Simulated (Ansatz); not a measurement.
The system is Pb.

```
Pb
1.0
     3.03861   -1.75032    0.00000
     3.03861    1.75032    0.00000
    -2.11546    0.00000    6.09522
Pb
2
Direct
  0.90851 0.90851 0.72629
  0.09149 0.09149 0.27371
```

This isn't the form of Pb at room conditions, which is fcc.

```yaml
Program: Ansatz 0.2.0
Task: relaxation of cell and atoms
Functional: PBE0
Potentials_or_basis: Ansatz PAW
Cutoff: "420 eV (not typed: the program's choice for these potentials)"
k_mesh: 5 × 5 × 3
Occupations: fermi-dirac, width 0.05 eV
Spin: no spin polarisation
```

At the start: volume 32.42 Å³/atom.

Where does the relaxation end?

It ends after 17 steps and the volume is 31.09 Å³/atom (-4.1 %); space group C2/m (No. 12, to 0.05 Å).

Step by step:
```
step  energy change (eV)  largest force (eV/Å)  volume (Å³)
   1              0.0000                0.0980        64.84
   2             -0.0327                0.0581        64.40
   3             -0.0622                0.0141        63.78
   4             -0.0830                0.1368        63.63
   5             -0.0836                0.3458        64.47
   6             -0.1518                0.1133        62.83
   7             -0.1555                0.3016        61.21
   8             -0.2368                0.1258        61.64
   9             -0.2513                0.0159        60.62
  10             -0.2617                0.0333        61.82
  11             -0.2626                0.0168        62.02
  12             -0.2627                0.0046        61.99
  13             -0.2627                0.0002        62.01
  14             -0.2660                0.0002        62.01
  15             -0.2663                0.0003        62.15
  16             -0.2663                0.0000        62.19
  17             -0.2663                0.0000        62.19
```

Final structure:
```yaml
crystal:
  lattice:
    - [3.28797, -1.66023, -0.45594]
    - [3.28797, 1.66023, -0.45594]
    - [-3.20365, 0.00000, 6.14015]
  atoms:
    - { symbol: Pb, position: [0.00000, 0.00000, 0.75000] }
    - { symbol: Pb, position: [0.00000, 0.00000, 0.25000] }
```

Caveat: the k mesh is coarse (spacing up to 0.42 Å⁻¹), so the values aren't converged, least of all with exact exchange; the plane-wave basis is chosen anew once the cell has moved, so the energies of steps on either side of that aren't comparable; the PAW data sets come from PBE, with cores solved anew for the run's functional, which leaves a small shift of forces and pressure.
